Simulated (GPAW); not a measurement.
CdO (Monteponite):

```
CELL_PARAMETERS angstrom
0.00000 2.34950 2.34950
2.34950 0.00000 2.34950
2.34950 2.34950 0.00000
ATOMIC_POSITIONS crystal
Cd 0.00000 0.00000 0.00000
O 0.50000 0.50000 0.50000
```

```yaml
Program: GPAW 26.7.0
Task: relaxation of cell and atoms
Functional: BLYP
Potentials_or_basis: PAW data sets generated in the run's folder for this functional
Cutoff: 800 eV
Basis: pw
k_mesh: 10 × 10 × 10
Occupations: fermi-dirac, width 0.05 eV
Spin: no spin polarisation
```

At the start: pressure 11.4 GPa; volume 12.97 Å³/atom.

Problem. How do energy, volume and symmetry change on relaxing?

Solution. Over 12 steps the energy falls by 37.3 meV/atom and the volume is 14.12 Å³/atom (+8.8 %); space group Fm-3m (No. 225, to 0.05 Å).

Step by step:
```
step  energy change (eV)  largest force (eV/Å)  pressure (GPa)  volume (Å³)
   1              0.0000                0.0000           11.41        25.94
   2             -0.0235                0.0000            9.16        26.30
   3             -0.0544                0.0000            5.43        26.97
   4             -0.0732                0.0000            1.26        27.85
   5             -0.0699                0.0000           -2.50        28.80
   6             -0.0703                0.0000           -2.41        28.78
   7             -0.0709                0.0000           -2.24        28.73
   8             -0.0717                0.0000           -1.99        28.66
   9             -0.0727                0.0000           -1.66        28.57
  10             -0.0736                0.0000           -1.27        28.47
  11             -0.0742                0.0000           -0.82        28.35
  12             -0.0746                0.0000           -0.34        28.23
```

Final structure:
```cif
data_structure
_symmetry_space_group_name_H-M 'P 1'
_symmetry_Int_Tables_number 1
_cell_length_a 3.4178
_cell_length_b 3.4178
_cell_length_c 3.4178
_cell_angle_alpha 60.000
_cell_angle_beta 60.000
_cell_angle_gamma 60.000
_cell_volume 28.23
loop_
_atom_site_label
_atom_site_type_symbol
_atom_site_fract_x
_atom_site_fract_y
_atom_site_fract_z
_atom_site_occupancy
Cd1 Cd 0.00000 0.00000 0.00000 1
O1 O 0.50000 0.50000 0.50000 1
```

Caveat: later steps reuse the first step's grids.
